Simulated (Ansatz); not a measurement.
W:

```
CELL_PARAMETERS angstrom
2.80966 0.00000 0.00000
0.00000 4.86387 0.00000
0.00000 0.00000 4.92370
ATOMIC_POSITIONS crystal
W 0.79317 0.93684 0.75000
W 0.20683 0.43684 0.75000
W 0.20683 0.06316 0.25000
W 0.79317 0.56316 0.25000
```

This isn't the form of W at room conditions, which is bcc.

Base run:

- Program: Ansatz 0.2.0
- Functional: PBE
- Potentials or basis: Ansatz PAW
- Cutoff: 420 eV (not typed: the program's choice for these potentials)
- k mesh: 7 × 5 × 5
- Occupations: fermi-dirac, width 0.05 eV
- Spin: spin-orbit coupling, no magnetisation

Its results: band gap on the k mesh none (metal or under the smearing width); pressure -2.2 GPa; largest force 0.158 eV/Å.

Task: The run is repeated on the same cell with these changes: spin from spin-orbit coupling, no magnetisation to no spin polarisation; potential files from those of the base run to others of the same set. What comes out?

Result: Band gap on the k mesh none (metal or under the smearing width); pressure -2.9 GPa; largest force 0.022 eV/Å.

Caveats: spin-orbit coupling is left out, which moves the levels of the heavy elements (some runs).
